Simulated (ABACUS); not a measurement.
Runs of ABACUS 3.10.1 on AlN. The structure is hexagonal, space group P6_3mc (No. 186). The conventional cell has a = 3.113 Å, b = 3.113 Å, c = 4.981 Å, α = 90.00°, β = 90.00°, γ = 120.00°. Around Al (site symmetry 3m) lie 4 N at 1.89 Å. N (site symmetry 3m) is surrounded by 4 Al at 1.89 Å. 

| level | gap on the mesh (eV) | pressure (GPa) | largest force (eV/Å) |
| --- | --- | --- | --- |
| LDA | 4.50 | 2.2 | 0.13 |
| SOGGA | 4.41 | 1.5 | 0.13 |
| PBEsol | 4.50 | 2.6 | 0.13 |
| revPBE | 4.63 | (a) | (b) |

Alike in all rows: task single point; potentials or basis PseudoDojo NC SR 0.4.1 PBE standard, DZP LCAO (the cutoffs set its grid); no spin polarisation; cell as given; k mesh 10 × 10 × 6; cutoff (eV) 1361; smearing fermi-dirac 0.05 eV.

Q: Estimate the missing entries.

A: (a) 5.4; (b) 0.12.

Caveats: the atomic orbitals were generated for these runs and aren't a published set; the potentials were made for another functional, which shifts forces and pressure; the basis of atomic orbitals isn't converged, which shifts pressures, moduli and gaps.

A k mesh can miss the band edges.

Runs at the PBE level aren't shown here.
